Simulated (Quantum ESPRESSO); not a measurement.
# TiSi2: equation of state with PBE

TiSi2:

```xyz
3
Lattice="-1.4729 1.7121 4.2121 1.4729 -1.7121 4.2121 1.4729 1.7121 -4.2121" Properties=species:S:1:pos:R:3 pbc="T T T"
Ti    0.0000    0.0000    0.0000
Si    0.0000    0.0000    5.6448
Si    0.0000    0.0000    2.7793
```

The cell comes from a database or a generator and needn't be the stable form of this composition.

| Item | Value |
| --- | --- |
| Program | Quantum ESPRESSO 7.5 |
| Task | equation of state |
| Functional | PBE |
| Potentials or basis | SSSP 1.3 efficiency PBE |
| Cutoff | 748 eV |
| Density cutoff | 5987 eV |
| k mesh | 12 × 12 × 12 |
| Occupations | fermi-dirac, width 0.05 eV |
| Spin | no spin polarisation |

| Item | Value |
| --- | --- |
| Equilibrium volume | 14.19 Å³/atom |
| Bulk modulus at fixed shape and positions | 138 GPa |
| Pressure derivative of the bulk modulus | 4.3 |

Energy against volume, from the lowest point:
| volume (Å³/atom) | energy (meV/atom) |
| --- | --- |
| 13.313 | 26.36 |
| 13.596 | 11.66 |
| 13.879 | 3.08 |
| 14.162 | 0.00 |
| 14.446 | 1.86 |
| 14.729 | 8.17 |
| 15.012 | 18.46 |

All runs of the series together: 13 min on 2 threads of Intel(R) Xeon(R) Platinum 8488C (Sapphire Rapids), with other jobs on the host.

Caveat: the cell was scaled at fixed shape and fractional positions, which overstates the stiffness of a crystal with free parameters, most of all of layers and chains.
